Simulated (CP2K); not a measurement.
Pb:

```xyz
2
Lattice="3.5067 0.0000 0.0000 1.7594 3.0334 0.0000 -1.8331 -1.0559 6.0952" Properties=species:S:1:pos:R:3 pbc="T T T"
Pb    3.4529    1.9890    4.4269
Pb   -0.0199   -0.0115    1.6683
```

This isn't the form of Pb at room conditions, which is fcc.

```yaml
Program: CP2K 2026.2
Task: relaxation of cell and atoms
Functional: BLYP
Potentials_or_basis: POTENTIAL_UZH Pb GTH-PBE-q4; TZVP-MOLOPT-PBE-GTH basis
Density_cutoff: 9184 eV
k_mesh: 7 × 7 × 4
Occupations: fermi-dirac, width 0.05 eV
Spin: no spin polarisation
```

At the start: pressure 5.1 GPa; volume 32.42 Å³/atom.

Q: Where does the relaxation end?

A: Over 29 steps the energy falls by 76.4 meV/atom and the volume is 37.93 Å³/atom (+17.0 %); space group C2/m (No. 12, to 0.05 Å).

Step by step:
| step | energy change (eV) | largest force (eV/Å) | volume (Å³) |
| --- | --- | --- | --- |
| 1 | 0.0000 | 0.2010 | 64.84 |
| 2 | -0.0084 | 0.1754 | 65.10 |
| 3 | -0.0899 | 0.1812 | 69.90 |
| 4 | -0.0950 | 0.2264 | 71.05 |
| 5 | -0.0981 | 0.2432 | 71.90 |
| 6 | -0.1029 | 0.2415 | 72.88 |
| 7 | -0.1122 | 0.2044 | 74.26 |
| 8 | -0.1243 | 0.1100 | 75.44 |
| 9 | -0.1312 | 0.0275 | 75.61 |
| 10 | -0.1324 | 0.0639 | 75.30 |
| 11 | -0.1327 | 0.0737 | 75.07 |
| 12 | -0.1339 | 0.0870 | 74.48 |
| 13 | -0.1357 | 0.0941 | 73.85 |
| 14 | -0.1397 | 0.0886 | 72.91 |
| 15 | -0.1440 | 0.0575 | 72.72 |
| 16 | -0.1488 | 0.0153 | 73.68 |
| 17 | -0.1504 | 0.0135 | 74.79 |
| 18 | -0.1505 | 0.0149 | 75.06 |
| 19 | -0.1507 | 0.0154 | 75.37 |
| 20 | -0.1508 | 0.0178 | 75.64 |
| 21 | -0.1508 | 0.0193 | 75.73 |
| 22 | -0.1509 | 0.0206 | 75.79 |
| 23 | -0.1510 | 0.0253 | 75.97 |
| 24 | -0.1512 | 0.0284 | 76.07 |
| 25 | -0.1519 | 0.0289 | 76.10 |
| 26 | -0.1526 | 0.0180 | 75.92 |
| 27 | -0.1528 | 0.0070 | 75.83 |
| 28 | -0.1529 | 0.0047 | 75.86 |
| 29 | -0.1529 | 0.0047 | 75.86 |

Final structure:
```xyz
2
Lattice="3.6079 0.0000 0.0000 1.8009 3.1297 0.0000 -1.7481 -1.0047 6.7179" Properties=species:S:1:pos:R:3 pbc="T T T"
Pb    3.6570    2.1209    4.8054
Pb    0.0038    0.0041    1.9124
```

Caveat: the potentials were made for another functional, which shifts forces and pressure; the volume moved by over 15 % at a fixed basis, so the end points are rough; the basis of atomic orbitals isn't converged, which shifts pressures, moduli and gaps.
